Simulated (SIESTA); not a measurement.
## Sn under changes of volume

One of the cells (27.901 Å³/atom); the others are scaled copies at fixed shape and fractional positions:

```
Sn
1.0
    -2.04263    2.04263    1.67176
     2.04263   -2.04263    1.67176
     2.04263    2.04263   -1.67176
Sn
1
Direct
  0.00000 0.00000 0.00000
```

This isn't the form of Sn at room conditions, which is tetragonal (white tin).

```yaml
Program: SIESTA 5.4.2
Functional: PBE
Potentials_or_basis: PseudoDojo 0.4 standard (PBE files)
Basis: DZP (energy shift 0.002 Ry)
Grid_cutoff: 500 Ry
Energy_shift: 0.002 Ry
k_mesh: 10 × 10 × 10
Occupations: fermi-dirac, width 0.05 eV
Spin: no spin polarisation
```

| volume (Å³/atom) | energy over the lowest point (meV/atom) | pressure (GPa) |
| --- | --- | --- |
| 25.712 | 46.52 | 5.6 |
| 26.259 | 30.08 | 4.3 |
| 26.806 | 17.39 | 3.2 |
| 27.901 | ? | ? |
| 28.448 | 0.17 | 0.5 |
| 28.995 | 0.00 | -0.4 |

What does the run at 27.901 Å³/atom give?

Energy over the lowest point 3.03 meV/atom; pressure 1.2 GPa.

Worked out: A Birch-Murnaghan fit of order 3 (a polynomial in V^(-2/3)) to the other rows has its minimum at 28.74 Å³/atom with B0 = V·E''(V) = 38 GPa and B' = 4.5 at fixed shape and positions, which overstates the stiffness. It gives 2.88 meV/atom at 27.901 Å³/atom, against the run's 3.03, and -dE/dV = 1.2 GPa, against 1.2.

Energies are extrapolated to zero smearing.

Caveats: semicore shells carry a single zeta, which can move pressures by several GPa and volumes by a few percent; the basis of atomic orbitals isn't converged, which shifts pressures, moduli and gaps.
